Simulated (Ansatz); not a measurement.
**AlAs: from supercell energies to defect levels (Ga on the Al site)**

All numbers below come from DFT PBE, scalar-relativistic, plane waves, PAW (Ansatz 0.2.0). Run with 420 eV cutoff, 2×2×2 k-mesh, shifted by half a step, Gaussian smearing of 0.01 eV, collinear spin in charge +1, -1 alone.

Host crystal, relaxed:

```
CELL_PARAMETERS angstrom
0.00000 2.86396 2.86396
2.86396 0.00000 2.86396
2.86396 2.86396 0.00000
ATOMIC_POSITIONS crystal
Al 0.00000 0.00000 0.00000
As 0.75000 0.75000 0.75000
```

The Ga on the Al site was set at (0.000, 0.000, 0.000) of the host cell, in a supercell of 32 sites (752 Å³), relaxed at fixed cell in each charge q, from a start with the atoms near it displaced at random. The host's Kohn–Sham gap is 1.50 eV and its static dielectric constant 11.6 (mean). For each charge: the supercell's free energy over the neutral one with q electrons exchanged at the valence band top, F(q) − F(0) + qE_v; the image-charge term; and the term that aligns the potential far from the defect with the host's.

```tsv
q	F(q) − F(0) + qE_v (eV)	image charge (eV)	alignment (eV)
+1	0.340	0.198	0.034
0	0.000	0.000	0.000
-1	1.855	0.198	-0.142
```

**Question.** Add the terms and find the levels between neighbouring charges, ε(q/q′) = [A(q′) − A(q)]/(q − q′), with and without the two corrections.

**Answer.** A(q): 0.572 eV for +1, 0.000 eV for 0, 1.911 eV for -1.
```json
{"level": "(+1/0)", "corrected (eV over E_v)": "-0.57", "uncorrected (eV)": "-0.34"}
{"level": "(0/-1)", "corrected (eV over E_v)": "1.91", "uncorrected (eV)": "1.86"}
```

As a check, a point charge in a simple cubic cell of this volume has q²αe²/(2εL) = 0.194 q² eV (e² = 14.40 eV Å, α = 2.837, L = 9.09 Å); the shape of the real cell can change it somewhat. The term grows as q², so it pushes donor levels down and acceptor levels up. The program doubts the alignment for q = +1, -1, so levels beside it are uncertain by about that term.

**Question.** Which of these charges is lowest with the Fermi level at the valence band top, at mid-gap and at the conduction band bottom?

**Answer.** The line A(q) + qE_F that lies lowest gives the charge: 0 at E_F = 0.00 eV, 0 at E_F = 0.75 eV, 0 at E_F = 1.50 eV. (+1/0) and (0/-1) fall outside this Kohn–Sham gap, so the change of charge isn't reached within it; the real gap is usually wider and may hold a localised level, while a level that comes from a carrier in the host's bands only marks the band edge and moves with it. In charge +1, -1 the cell has partly filled levels, from a carrier spread over the host's bands, a defect level that the small cell broadens into a band, or a degenerate defect level, so the levels beside it are doubtful. In charge +1 the extra carrier sits in the host's bands, sampled away from their edge; a term of -0.57 eV would put the level beside it at that edge (it also undoes corrections that don't apply to a spread carrier) and isn't included above. In charge -1 the extra carrier sits in the host's bands, sampled away from their edge; a term of -0.41 eV would put the level beside it at that edge (it also undoes corrections that don't apply to a spread carrier) and isn't included above. Charges beyond those computed could lie lower near the band edges.

**Question.** The neutral defect forms at 0.30 eV with atoms taken from and returned to the elements. What are the formation energies at those three Fermi levels, and what share of sites would hold the defect at 1200 K with E_F at mid-gap, if the host still stood at that temperature?

**Answer.** E_f = E_f(0) + A(q) + qE_F = 0.30, 0.30, 0.30 eV. With E_f this low the dilute formula fails: it would go in as a solid solution, not as isolated defects, or these chemical potentials lie outside the host's range of stability. Both elements stand at their elemental potentials, a limit that the host or competing compounds often put out of reach. The small cell and the narrow Kohn–Sham gap leave errors of tenths of an eV or more.

Gallium on the aluminium site behaves as an isovalent substituent. Of the three charges computed, the neutral one is lowest across the Kohn–Sham gap, and nothing here points to a donor or acceptor level of its own. This follows from the bonding: Ga and Al belong to the same group and each supplies three valence electrons, so the four bonds to As are filled without a surplus electron or a hole. The added or removed electron therefore goes into host-like band states rather than a dangling bond or a localised gap orbital.

The positive formation energy of 0.30 eV probably reflects mainly the stronger, more polar bonding of Al to As, since the exchange swaps Al–As bonds for Ga–As bonds. Size mismatch should matter little, as the two elements have nearly equal covalent radii. The value doesn't imply poor miscibility, and AlAs and GaAs are in fact known to form a continuous, nearly lattice-matched alloy. Judging mixing would require GaAs, rather than elemental Ga and Al, as the reference.
